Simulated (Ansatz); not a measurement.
## SiO$_{2}$: the gap under pressure

SiO$_{2}$, P6_322, a = 5.099 Å, c = 8.629 Å. This isn't the usual stable structure of the compound. Ansatz: PBE, PAW, 420 eV, Γ-centred 6×6×4 mesh on 12 atoms, Gaussian smearing 0.02 eV; no spin polarisation. Cell and atoms are relaxed at each pressure, and no other structure is tried, so the rows at high pressure may lie past a change of phase. The gap is sought over the whole zone. The pressures are the targets, met within 0.02 GPa.

```
P (GPa) gap y (eV)
   -3.0           ?
    0.0       5.446
    3.0       5.563
    8.0       5.679
   15.0       5.767
   30.0       5.845
```

Q: Fit y = E0 + αP + βP² to the other rows and predict the missing gap.

A: Least squares on the rows shown. y = 5.4619 + 0.030141 P − 0.00058231 P². So α = 30.1 meV/GPa, but an edge moves to another point of the zone between 0 and 3 GPa, so this isn't the slope at zero pressure. With a term in P³ added, the coefficient of P becomes 0.04204, 39 % more, which shows how far this figure hangs on the form. At P = -3.0 the fit asked for gives 5.366 eV. The run gave 5.266 eV, so the fit is 0.100 eV too high, 17 % of the span of the series, against an rms of 0.014 eV on the fitted rows. The row lies outside the fitted range. With a term in P³ added, a fit to the same known rows predicts 5.305 eV, so most of the miss is curvature that the known rows already hold. Also, among the fitted rows a band edge sits at another point of the zone at 3, 8, 15, 30 GPa than at zero pressure, so one curve spans more than one gap, which can bend the series. The parabola turns at P = 25.9, between the two outer rows, which can neither show nor exclude a turn there.

Semilocal functionals give gaps under the measured ones; changes of the gap mostly carry over better.